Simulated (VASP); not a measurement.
A run of VASP 6.6.1:

File INCAR:

```
SYSTEM = KF
PREC     = Accurate       ! precision mode
ENCUT    = 520            ! plane-wave cutoff, eV
EDIFF    = 1E-7           ! SCF threshold, eV
ISMEAR   = 0              ! smearing method
SIGMA    = 0.02           ! smearing width, eV
LREAL    = .False.        ! projectors in reciprocal space
LASPH    = .True.         ! aspherical terms in the spheres
NELM     = 100            ! most SCF steps
ALGO     = Normal         ! electronic algorithm
ISIF     = 2              ! what is computed and relaxed
LWAVE    = .False.        ! write WAVECAR
LCHARG   = .False.        ! write CHGCAR
NBANDS   = 15             ! bands
```

Contents of KPOINTS:

```
Automatic mesh
0
Gamma
  8 8 8
  0 0 0
```

POSCAR

```
KF
1.0
    0.0000000000      2.5811072389      2.5811072389
    2.5811072389      0.0000000000      2.5811072389
    2.5811072389      2.5811072389      0.0000000000
K F
1 1
Direct
    0.0000000000      0.0000000000      0.0000000000
    0.5000000000      0.5000000000      0.5000000000
```

Potentials or basis: VASP PAW LDA potentials, release 64 (K_sv, F).

The run is started by

```bash
$ cat potpaw_LDA.64/K_sv/POTCAR potpaw_LDA.64/F/POTCAR > POTCAR
$ mpirun -np 1 vasp_std > vasp.out
```

Hardware: 1 thread of Intel(R) Xeon(R) 6975P-C (Granite Rapids) (shared host).

Task: Estimate the wall time of this run.

Result: Wall time 7.9 s on 1 thread of Intel(R) Xeon(R) 6975P-C (Granite Rapids), on a shared host, peak memory 0.14 GiB. Counts: scf iterations 14, k points 29.
